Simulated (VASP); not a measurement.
Level of theory: PBE GGA with D3 dispersion (Becke-Johnson damping), VASP's PBE PAW potentials (set 64) (plane waves; VASP).

A VASP calculation is set up with these files.

File KPOINTS:
```
Automatic mesh
0
Gamma
8 8 8
0 0 0
```

INCAR:
```
SYSTEM = AlSb
PREC = Accurate; ENCUT = 520; LREAL = F
LASPH = T
EDIFF = 1E-7; NELM = 100; ALGO = Normal
LMAXMIX = 4
ISMEAR = 0; SIGMA = 0.05
GGA = PE; IVDW = 12
ISIF = 2
LWAVE = F; LCHARG = F
```

POSCAR:
```
AlSb
1
    0.0000000000     3.1388228178     3.1388228178
    3.1388228178     0.0000000000     3.1388228178
    3.1388228178     3.1388228178     0.0000000000
Al Sb
1 1
Direct
  0.0000000000   0.0000000000   0.0000000000
  0.2500000000   0.2500000000   0.2500000000
```

POTCAR, in this order: Al Sb (PBE.64 set). Program: vasp_std.

Output

OUTCAR:
```
 ion  position               nearest neighbor table
   1  0.000  0.000  0.000-   2 2.72   2 2.72   2 2.72   2 2.72
   2  0.250  0.250  0.250-   1 2.72   1 2.72   1 2.72   1 2.72
  LATTYP: Found a face centered cubic cell.
 ALAT       =     6.2776456356
 Subroutine PRICEL returns:
 Original cell was already a primitive cell.
 Subroutine GETGRP returns: Found 24 space group operations
The static configuration has the point symmetry T_d .
The dynamic configuration has the point symmetry T_d .
 Subroutine INISYM returns: Found 24 space group operations
 Subroutine IBZKPT returns following result:
 Found     29 irreducible k-points:

 Following reciprocal coordinates:
            Coordinates               Weight
  0.000000  0.000000  0.000000      1.000000
  0.125000  0.000000  0.000000      8.000000
  0.250000  0.000000  0.000000      8.000000
  0.375000  0.000000  0.000000      8.000000
  0.500000  0.000000  0.000000      4.000000
  0.125000  0.125000  0.000000      6.000000
  0.250000  0.125000  0.000000     24.000000
  0.375000  0.125000  0.000000     24.000000
  0.500000  0.125000  0.000000     24.000000
 -0.375000  0.125000  0.000000     24.000000
 -0.250000  0.125000  0.000000     24.000000
 -0.125000  0.125000  0.000000     12.000000
  0.250000  0.250000  0.000000      6.000000
  0.375000  0.250000  0.000000     24.000000
  0.500000  0.250000  0.000000     24.000000
 -0.375000  0.250000  0.000000     24.000000
 -0.250000  0.250000  0.000000     12.000000
  0.375000  0.375000  0.000000      6.000000
  0.500000  0.375000  0.000000     24.000000
 -0.375000  0.375000  0.000000     12.000000
  0.500000  0.500000  0.000000      3.000000
  0.375000  0.250000  0.125000     24.000000
  0.500000  0.250000  0.125000     48.000000
 -0.375000  0.250000  0.125000     24.000000
  0.500000  0.375000  0.125000     24.000000
 -0.375000  0.375000  0.125000     48.000000
 -0.250000  0.375000  0.125000     24.000000
 -0.375000  0.500000  0.125000     12.000000
 -0.250000  0.500000  0.250000      6.000000
   k-points           NKPTS =     29   k-points in BZ     NKDIM =     29   number of bands    NBANDS=      8
   number of dos      NEDOS =    301   number of ions     NIONS =      2
   total plane-waves  NPLWV =  46656
   dimension x,y,z NGX =    36 NGY =   36 NGZ =   36
   dimension x,y,z NGXF=    72 NGYF=   72 NGZF=   72
   ions per type =               1   1
   PREC   = accura    normal or accurate (medium, high low for compatibility)
   ISTART =      0    job   : 0-new  1-cont  2-samecut
   ICHARG =      2    charge: 1-file 2-atom 10-const
   ISPIN  =      1    spin polarized calculation?
   LNONCOLLINEAR =      F non collinear calculations
   LSORBIT =      F    spin-orbit coupling
   INIWAV =      1    electr: 0-lowe 1-rand  2-diag
   ENCUT  =  520.0 eV  38.22 Ry    6.18 a.u.   8.25  8.25  8.25*2*pi/ulx,y,z
   NELM   =    100;   NELMIN=  2; NELMDL= -5     # of ELM steps
   EDIFF  = 0.1E-06   stopping-criterion for ELM
   LREAL  =      F    real-space projection
   NLSPLINE    = F    spline interpolate recip. space projectors
   LMAXMIX     =    4 max onsite mixed and CHGCAR
   VOSKOWN=      0    Vosko Wilk Nusair interpolation
   EDIFFG = 0.1E-05   stopping-criterion for IOM
   NSW    =      0    number of steps for IOM
   NBLOCK =      1;   KBLOCK =      1    inner block; outer block
   IBRION =     -1    ionic relax: 0-MD 1-quasi-New 2-CG
   NFREE  =      0    steps in history (QN), initial steepest desc. (CG)
   ISIF   =      2    stress and relaxation
   ISYM   =      2    0-nonsym 1-usesym 2-fastsym
   TEIN   =    0.0    initial temperature
   TEBEG  =    0.0;   TEEND  =   0.0 temperature during run
   SMASS  =  -3.00    Nose mass-parameter (am)
...
```

OSZICAR:
```
       N       E                     dE             d eps       ncg     rms          rms(c)
DAV:   1     0.171270965691E+02    0.17127E+02   -0.26943E+03   464   0.714E+02
DAV:   2    -0.767481819086E+01   -0.24802E+02   -0.23842E+02   592   0.863E+01
DAV:   3    -0.827727552969E+01   -0.60246E+00   -0.60246E+00   616   0.177E+01
DAV:   4    -0.828166148825E+01   -0.43860E-02   -0.43860E-02   680   0.177E+00
DAV:   5    -0.828169302727E+01   -0.31539E-04   -0.31539E-04   648   0.113E-01    0.321E+00
DAV:   6    -0.822441112568E+01    0.57282E-01   -0.92968E-02   496   0.143E+00    0.197E+00
DAV:   7    -0.820784714836E+01    0.16564E-01   -0.80457E-02   544   0.151E+00    0.406E-01
DAV:   8    -0.820859944317E+01   -0.75229E-03   -0.67189E-03   488   0.467E-01    0.888E-02
DAV:   9    -0.820892621537E+01   -0.32677E-03   -0.50339E-04   600   0.153E-01    0.268E-02
DAV:  10    -0.820897235535E+01   -0.46140E-04   -0.39416E-05   624   0.376E-02    0.134E-02
DAV:  11    -0.820900314063E+01   -0.30785E-04   -0.56121E-05   528   0.493E-02    0.480E-03
DAV:  12    -0.820900368461E+01   -0.54398E-06   -0.70177E-07   648   0.618E-03    0.206E-03
DAV:  13    -0.820900382815E+01   -0.14354E-06   -0.76131E-08   544   0.192E-03    0.121E-03
DAV:  14    -0.820900386248E+01   -0.34333E-07   -0.28534E-08   296   0.822E-04
   1 F= -.88075016E+01 E0= -.88075016E+01  d E =-.111221E-12
```

### OUTCAR
```
------------------------ aborting loop because EDIFF is reached ----------------------------------------
 Edisp (eV)   -0.59850
  FORCE on cell =-STRESS in cart. coord.  units (eV):
  Direction    XX          YY          ZZ          XY          YZ          ZX
  --------------------------------------------------------------------------------------
  Total      -1.07519    -1.07519    -1.07519     0.00000     0.00000    -0.00000
  in kB     -27.85262   -27.85262   -27.85262     0.00000     0.00000    -0.00000
  external pressure =      -27.85 kB  Pullay stress =        0.00 kB
  volume of cell :       61.85
      direct lattice vectors                 reciprocal lattice vectors
     0.000000000  3.138822818  3.138822818    -0.159295388  0.159295388  0.159295388
     3.138822818  0.000000000  3.138822818     0.159295388 -0.159295388  0.159295388
     3.138822818  3.138822818  0.000000000     0.159295388  0.159295388 -0.159295388
 POSITION                                       TOTAL-FORCE (eV/Angst)
 -----------------------------------------------------------------------------------
      0.00000      0.00000      0.00000         0.000000      0.000000     -0.000000
      1.56941      1.56941      1.56941        -0.000000     -0.000000      0.000000
 -----------------------------------------------------------------------------------
    total drift:                               -0.000000     -0.000000     -0.000000
  FREE ENERGIE OF THE ION-ELECTRON SYSTEM (eV)
  ---------------------------------------------------
  free  energy   TOTEN  =        -8.8075015668 eV

  energy  without entropy=       -8.8075015668  energy(sigma->0) =       -8.80750157
```
(Selected blocks of OUTCAR.)

The compound is AlSb in the zinc blende structure. This cell is one point of a volume scan, at 1.06 of the reference volume.
